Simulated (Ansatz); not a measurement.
# A series in volume scale on ZnS

All results are calculated (Ansatz 0.2.0). Periodic Kohn-Sham DFT of a crystal at fixed atoms, scaled to volume_scale times the given cell; pressure positive in compression, energy less spherical unpolarised free atoms, largest_vzz the field gradient of largest size among the nuclei.

The cell before it is scaled or strained (space group F-43m, No. 216):
```
ZnS
1.0
      0.0000     2.7047     2.7047
      2.7047     0.0000     2.7047
      2.7047     2.7047     0.0000
Zn S
1 1
Direct
  0.00000 0.00000 0.00000
  0.75000 0.75000 0.75000
```

Settings of every row: method all-electron PAW; functional PBEsol; relativity scalar; k mesh 9x9x9; filling fermi-dirac; smearing width 0.01 eV; nucleus gaussian.

Atom start moment: 0 on all atoms.

| row | volume scale | V (Å³/atom) | pressure (GPa) |
| --- | --- | --- | --- |
| 1 | 0.94 | 18.599 | 2.752 |
| 2 | 0.96 | 18.995 | 0.923 |
| 3 | 0.98 | 19.39 | -0.712 |
| 4 | 0.99 | 19.588 | -1.463 |
| 5 | 1 | 19.785 | ? |
| 6 | 1.01 | 19.982 | -2.844 |
| 7 | 1.02 | 20.179 | -3.479 |
| 8 | 1.04 | 20.575 | -4.646 |
| 9 | 1.06 | 20.971 | -5.688 |

Question: what pressure should row 5 give?

Worked fit of pressure. Take u = (V_r/V)^(2/3) − 1 with V_r = 19.785 Å³ an atom, which is twice the finite (Eulerian) strain; such expansions in the strain, on which the Birch-Murnaghan equation of state is built, carry the rest volume and the bulk modulus. The shown rows have u = 0.04207, 0.02754, 0.01354, 0.00669, -0.00658, -0.01306, -0.02576, -0.03807. Least squares give pressure = −2.1741 + 104.022 × u + 309.43 × u² GPa; a straight line predicts inner rows, each left out in turn, worse (root mean square 0.16 against 0.0027 GPa). The rows lie off it by 0.002, -0.002, -0.003, 0.001, 0.001, 0.001, 0.002, -0.002. The pressure vanishes at u = 0.0197, or V = 19.21 Å³ an atom, and there the bulk modulus at fixed shape and fractions is B = −V dP/dV = (2/3)(1 + u) dP/du = 79 GPa. The withheld row has u = 0, so the fit gives −2.1741 + 104.022 × (0) + 309.43 × (0)² = -2.174 GPa.

The calculation gave -2.173 GPa. The fit lies 0.001 GPa (0.012 % of the column's range) below it, one unit of the last digit.
